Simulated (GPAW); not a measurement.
# InAs (F-43m) in GPAW: a series of runs, part 2 of 2

GPAW 26.7.0. Earlier steps stand in the parts before.

### 4 Single point, PBE

The input, run.py:

```python
from ase.dft.bandgap import bandgap
from ase.io import read, write
from ase.units import Bohr, GPa
from gpaw import GPAW, PW
from gpaw.elf import elf_from_dft_calculation

atoms = read('POSCAR')

calc = GPAW(mode=PW(600),
            xc='PBE',
            kpts={'size': (8, 8, 8), 'gamma': True},
            occupations={'name': 'methfessel-paxton', 'order': 0, 'width': 0.012},
            nbands=18,
            convergence={'density': 1e-05, 'energy': 1e-05},
            maxiter=150,
            txt='gpaw.txt')
atoms.calc = calc
energy = atoms.get_potential_energy()
forces = atoms.get_forces()
stress = atoms.get_stress()
calc.write('gs.gpw')
write('result.traj', atoms)
print(f'Energy: {energy:.6f} eV')
print('Forces (eV/A):')
print(forces.round(4))
print('Stress (GPa):', (stress / GPa).round(3))
print('Fermi level:', round(calc.get_fermi_level(), 4), 'eV')
print(f'Gap: {bandgap(calc)[0]:.4f} eV, direct: {bandgap(calc, direct=True)[0]:.4f} eV')

# fields on the real-space grid
write('density.cube', atoms, data=calc.get_pseudo_density() * Bohr**3)
write('potential.cube', atoms, data=calc.get_electrostatic_potential())
write('elf.cube', atoms, data=elf_from_dft_calculation(calc).data)
```

The input, POSCAR:

```
InAs
1.0
    0.0000000000      3.0180000000      3.0180000000
    3.0180000000      0.0000000000      3.0180000000
    3.0180000000      3.0180000000      0.0000000000
In As
1 1
Direct
    0.0000000000      0.0000000000      0.0000000000
    0.7500000000      0.7500000000      0.7500000000
```

Potentials or basis: GPAW PAW data sets (gpaw-data 1.2.1), pw.

Run with:

```bash
> OMP_NUM_THREADS=1 python run.py
```

gpaw.txt:

```text
__  _  _
 | _ |_)|_||  |
 |__||  | ||/\| - 26.7.0

Input parameters:
  mode=PW(ecut=600.0),
  convergence={'density': 1e-05, 'energy': 1e-05},
  kpts=MonkhorstPack(size=(8, 8, 8), gamma=True),
  maxiter=150,
  nbands=18,
  occupations=Occupations(name='methfessel-paxton', order=0, width=0.012),
  xc=XC(name='PBE')

Diagonalizing LCAO Hamiltonian
Converting LCAO to pw mode

                     As

       In

Atoms  # Å, Bohr magnetons
|   | symbol |        x |        y |        z |    initial magnetic moments |
|---|--------|----------|----------|----------|-----------------------------|
| 0 |     In | 0.000000 | 0.000000 | 0.000000 | ( 0.0000,  0.0000,  0.0000) |
| 1 |     As | 4.527000 | 4.527000 | 4.527000 | ( 0.0000,  0.0000,  0.0000) |

Unit cell  # Å
| periodic |        x |        y |        z |  lengths |    angles |
|----------|----------|----------|----------|----------|-----------|
|      yes | 0.000000 | 3.018000 | 3.018000 | 4.268097 | 60.000000 |
|      yes | 3.018000 | 0.000000 | 3.018000 | 4.268097 | 60.000000 |
|      yes | 3.018000 | 3.018000 | 0.000000 | 4.268097 | 60.000000 |

Number of symmetries: 24
Symmetry operations  # r_c * U_cc + t_c -> r_c
|    | kind |            matrix            |
|----|------|------------------------------|
|  0 |  E   |  1, 0, 0,  0, 1, 0,  0, 0, 1 |
|  1 |  σ   |  1, 0, 0,  0, 0, 1,  0, 1, 0 |
|  2 |  σ   |  1, 0,-1,  0, 1,-1,  0, 0,-1 |
|  3 |  C3  |  1, 0,-1,  0, 0,-1,  0, 1,-1 |
|  4 |  C3  |  1,-1, 0,  0,-1, 1,  0,-1, 0 |
|  5 |  σ   |  1,-1, 0,  0,-1, 0,  0,-1, 1 |
|  6 |  σ   |  0, 1, 0,  1, 0, 0,  0, 0, 1 |
|  7 |  C3  |  0, 1, 0,  0, 0, 1,  1, 0, 0 |
|  8 |  C2  |  0, 1,-1,  1, 0,-1,  0, 0,-1 |
|  9 |  S4  |  0, 1,-1,  0, 0,-1,  1, 0,-1 |
| 10 |  C3  |  0, 0, 1,  1, 0, 0,  0, 1, 0 |
| 11 |  σ   |  0, 0, 1,  0, 1, 0,  1, 0, 0 |
| 12 |  S4  |  0, 0,-1,  1, 0,-1,  0, 1,-1 |
| 13 |  C3  |  0, 0,-1,  0, 1,-1,  1, 0,-1 |
| 14 |  S4  |  0,-1, 1,  1,-1, 0,  0,-1, 0 |
| 15 |  C2  |  0,-1, 1,  0,-1, 0,  1,-1, 0 |
| 16 |  C3  |  0,-1, 0,  1,-1, 0,  0,-1, 1 |
| 17 |  S4  |  0,-1, 0,  0,-1, 1,  1,-1, 0 |
| 18 |  S4  | -1, 1, 0, -1, 0, 1, -1, 0, 0 |
| 19 |  C3  | -1, 1, 0, -1, 0, 0, -1, 0, 1 |
| 20 |  C3  | -1, 0, 1, -1, 1, 0, -1, 0, 0 |
| 21 |  S4  | -1, 0, 1, -1, 0, 0, -1, 1, 0 |
| 22 |  σ   | -1, 0, 0, -1, 1, 0, -1, 0, 1 |
| 23 |  C2  | -1, 0, 0, -1, 0, 1, -1, 1, 0 |

BZ-sampling:
  Number of BZ points: 512
  Number of IBZ points: 29

  Monkhorst-Pack size: [8, 8, 8]
  Monkhorst-Pack shift: [0.0625, 0.0625, 0.0625]

K-points  # in reciprocal-cell coordinates
|     |                                coordinates |     weight |
|-----|--------------------------------------------|------------|
|   0 | (  0.00000000,   0.00000000,   0.00000000) | 0.00195312 |
|   1 | (  0.12500000,   0.12500000,   0.00000000) | 0.01171875 |
|   2 | (  0.12500000,   0.12500000,   0.12500000) | 0.01562500 |
|   3 | (  0.25000000,   0.12500000,   0.12500000) | 0.02343750 |
|   4 | (  0.25000000,   0.25000000,   0.00000000) | 0.01171875 |
|   5 | (  0.25000000,   0.25000000,   0.12500000) | 0.04687500 |
|   6 | (  0.25000000,   0.25000000,   0.25000000) | 0.01562500 |
[... 78 lines left out ...]

Reference energy: -221478.393260  # eV

eigensolver:
  PPCG
  Converge bands: occupied
  niter=2

density mixing:
  MSR1-Mixer
  Pratt-step length: 0.05
  Maximum mixing coefficient: 0.75
  Old densities: 10
  SVD Regularization: 0.005
  Good broyden scale: 1.0
  Trust region scale: 1.0
  Backstep threshold: 4.0
  History deletion threshold: 6.0
  Fourier metric: weight=20.0, sigma=0.015

occupation numbers:
  Methfessel-Paxton:
    width: 0.0120  # eV
    order: 0

poisson solver:
  ecut: 4800.0  # eV

xc functional:
  name: PBE with 2 nearest neighbor stencil

convergence criteria:
- Maximum integral of absolute [dens]ity change: 1e-05 electrons / valence electron
- Maximum [total energy] change in last 3 cyles: 1e-05 eV / valence electron
- Maximum integral of absolute [eigenst]ate change: 4e-08 eV^2 / valence electron
maximum number of iterations: 150

SCF iterations
|iter     | |      energy | eigst |  dens |
|---------|-|-------------|-------|-------|
|iter:   1| |   -8.118331 | -0.34 |       |
|iter:   2| |   -8.073576 | -2.36 | -1.17 |
|iter:   3| |   -7.903421 | -1.93 | -1.21 |
|iter:   4| |   -7.904580 | -3.32 | -1.81 |
|iter:   5| |   -7.904686 | -4.10 | -2.33 |
|iter:   6| |   -7.904714c| -5.65 | -3.12 |
|iter:   7| |   -7.904717c| -6.66 | -3.56 |
|iter:   8| |   -7.904717c| -8.15c| -4.63 |
|iter:   9| |   -7.904717c| -8.40c| -5.36c|

Converged in 9 steps
Energy contributions relative to reference atoms: (reference = -221478.393260)

Energy contributions:
  Kinetic:          27.002234
  Coulomb:         -24.729313
  Zero:              0.139461
  External:          0.000000
  Xc:              -10.317081
  Entropy:          -0.000036
  Spinorbit:         0.000000
  ----------------------------
  Free energy:      -7.904735
  Extrapolated:     -7.904717

dipole moment: (-17.118219, -17.118219, -17.118219)  # |e|*Ang

Fermi level: 4.907
Eigenvalues  # (at kpt = [0.000, 0.000, 0.000])
| band index |      eig [eV] | occ [0-2] |
|------------|---------------|-----------|
|          0 |        -9.407 |     2.000 |
|        ... |               |           |
|          2 |        -9.407 |     2.000 |
|          3 |        -9.278 |     2.000 |
|          4 |        -9.278 |     2.000 |
|          5 |        -6.992 |     2.000 |
|          6 |         4.743 |     2.000 |
|          7 |         4.904 |     1.333 |
[... 8 lines left out ...]
|         16 |        15.399 |     0.000 |
|         17 |        15.399 |     0.000 |

No gap
No difference between direct/indirect transitions

Forces  # eV/Ang
|        x |       y |        z |
|----------|---------|----------|
| -0.00000 | 0.00000 | -0.00000 |  # In   0
| -0.00000 | 0.00000 |  0.00000 |  # As   1

Stress tensor  # eV/Ang^3
|         x |         y |         z |
|-----------|-----------|-----------|
| -0.025243 |  0.000000 |  0.000000 |
|  0.000000 | -0.025243 |  0.000000 |
|  0.000000 |  0.000000 | -0.025243 |

# Writing to gs.gpw (mode='')
```

stdout:

```text
Energy: -7.904717 eV
Forces (eV/A):
[[-0.  0. -0.]
 [-0.  0.  0.]]
Stress (GPa): [-4.044 -4.044 -4.044  0.     0.     0.   ]
Fermi level: 4.9072 eV
Gap: 0.0000 eV, direct: 0.0000 eV
```

Run time: 25 s. Hardware: 1 thread of Arm Neoverse N1, shared host; peak memory 0.17 GiB.

What came out:

* Free energy: -7.9047 eV
* Pressure: 4.0 GPa
* Band gap on the k mesh: none (metal or under the smearing width)

Caveat: this crystal is a semiconductor, whose small gap the functional closes, so the metal is an error of the method.

### 5 Against experiment

Step 4. Measured gap of InAs: 0.418 eV (direct; 4.2 K; a printed reference work, data compilation). This calculation gives 0.00 eV (-0.42 eV). Spin-orbit coupling on As, In is left out. The value is that of PBE on a finite k mesh, which can miss the band edges, without temperature or zero-point motion. Semilocal functionals fall short of measured gaps as a rule.
